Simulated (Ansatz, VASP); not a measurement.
## One calculation of MnO, two programs

The input INCAR:

```
ALGO     = Normal         # electronic algorithm
EDIFF    = 1E-7           # SCF threshold, eV
ENCUT    = 520            # plane-wave cutoff, eV
GGA      = PE             # functional
ISIF     = 2              # what is computed and relaxed
ISMEAR   = -1             # smearing method
ISPIN    = 2              # spin polarisation
LASPH    = T              # aspherical terms in the spheres
LCHARG   = F              # write CHGCAR
LMAXMIX  = 4              # l up to which the mixer works
LORBIT   = 11             # projections on sites
LREAL    = F              # projectors in reciprocal space
LWAVE    = F              # write WAVECAR
MAGMOM   = 4 0            # initial moments
NBANDS   = 20             # bands
NELM     = 150            # most SCF steps
PREC     = Accurate       # precision mode
SIGMA    = 0.05           # smearing width, eV
```

KPOINTS

```
k-points
0
Gamma
  10 10 10
```

The input POSCAR:

```
MnO
1.0
    2.6900871139      0.0000000000      0.0000000000
    0.0000000000      2.6900871139      0.0000000000
    0.0000000000      0.0000000000      2.6900871139
Mn O
1 1
Direct
    0.0000000000      0.0000000000      0.0000000000
    0.5000000000      0.5000000000      0.5000000000
```

input.yaml

```yaml
crystal:
  lattice:
    - [2.6900871139, 0.0, 0.0]
    - [0.0, 2.6900871139, 0.0]
    - [0.0, 0.0, 2.6900871139]
  atoms:
    - { symbol: Mn, position: [0.0, 0.0, 0.0], spin: 4.0 }
    - { symbol: O, position: [0.5, 0.5, 0.5] }
hamiltonian:
  xc: pbe
  pseudopotentials: { kind: paw }
magnetization:
  spin_polarized: true
kpoints:
  mp_grid: { grid: [10, 10, 10] }
scf:
  occupations: { method: fermi_dirac, width: 0.05 }
output:
  forces: true
  stress: true
  eigenvalues: true
  write_density: true
  write_potential: true
  elf: true
  volumetric_format: npy
```

Measurements of this composition are mostly on another form, of space group No. 225.

Alike in both runs: task single point; functional PBE; k mesh 10 × 10 × 10; occupations fermi-dirac, width 0.05 eV; collinear spin.

|  | VASP | Ansatz |
| --- | --- | --- |
| version | VASP 6.6.1 | Ansatz 0.2.0 |
| potentials or method | VASP PAW PBE potentials, release 64 (Mn_pv, O) | Ansatz PAW |
| plane-wave cutoff (eV) | 520 | 420 |
| valence electrons in the cell | 19 | 21 |

|  | VASP | Ansatz | Ansatz less VASP |
| --- | --- | --- | --- |
| gap on the k mesh at the Fermi level (eV) | none | none | - |
| pressure (GPa) | 5.2 | 5.0 | -0.21 |
| net moment per atom (μB) | 2.19 | 2.19 | -0.002 |
| size of the moment on the site where the two differ most (μB) | 4.03 | 3.83 | -0.198 |

Site moments also hang on the region over which each program counts them. A gap of «none» marks a metal or a gap that the smearing closes. With one functional, cell and mesh, what is left measures potentials, basis and numerics. The two sets of potentials don't hold the same shells in valence.

Caveats: a cell with one magnetic atom can't hold antiferromagnetic order, which such compounds often take; semilocal functionals often make such compounds metallic where correlation or magnetic order opens a gap, which also shifts bond lengths; the pressure holds a Pulay correction of +0.7 GPa for the finite cutoff (Ansatz).
